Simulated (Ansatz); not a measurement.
# GeSe under strain: ⁷³Ge nuclear quadrupole resonance

Cell: an entry of the Crystallography Open Database (COD), relaxed with PBE at fixed cell and then changed (z stretched by 2 %, ions relaxed).

```cif
data_structure
_symmetry_space_group_name_H-M 'P 1'
_symmetry_Int_Tables_number 1
_cell_length_a 10.8200
_cell_length_b 3.8500
_cell_length_c 4.4880
_cell_angle_alpha 90.000
_cell_angle_beta 90.000
_cell_angle_gamma 90.000
_cell_volume 186.96
loop_
_atom_site_label
_atom_site_type_symbol
_atom_site_fract_x
_atom_site_fract_y
_atom_site_fract_z
_atom_site_occupancy
Ge1 Ge 0.11964 0.25000 0.11847 1
Ge2 Ge 0.88036 0.75000 0.88153 1
Ge3 Ge 0.38036 0.75000 0.61847 1
Ge4 Ge 0.61964 0.25000 0.38153 1
Se5 Se 0.85383 0.25000 0.49999 1
Se6 Se 0.14617 0.75000 0.50001 1
Se7 Se 0.64617 0.75000 0.99999 1
Se8 Se 0.35383 0.25000 0.00001 1
```

Atom numbers follow the list; atoms alike are taken as one site, whose name carries the number of the first.

Level of theory: DFT, PBE, plane waves and PAW, scalar-relativistic, 420 eV cutoff, Γ-centred 4×11×10 k-points, Fermi–Dirac smearing 0.02 eV (Ansatz 0.2.0).

⁷³Ge: I = 9/2, Q = -196.0 mb (year-2017 value). Static lattice, zero field.

Q: At which frequencies do the ⁷³Ge NQR lines lie?

A: For I = 9/2 and η = 0 the lines are |C_Q|/24 times 1, 2, 3 and 4; η shifts the lowest up most. At large η the states mix, and weaker lines appear at sums of the main ones; lines under 5 % of the strongest are left out.

```json
{"site": "Ge", "atoms": "1, 2, 3, 4", "V_zz (10²¹ V/m²)": "-6.15", "C_Q (MHz)": "29.2", "η": "0.26", "line frequencies (MHz)": "1.81, 2.29, 3.60, 4.10, 4.83"}
```

At Ge V_zz stands upright on the plane through its three neighbours (within 9°).
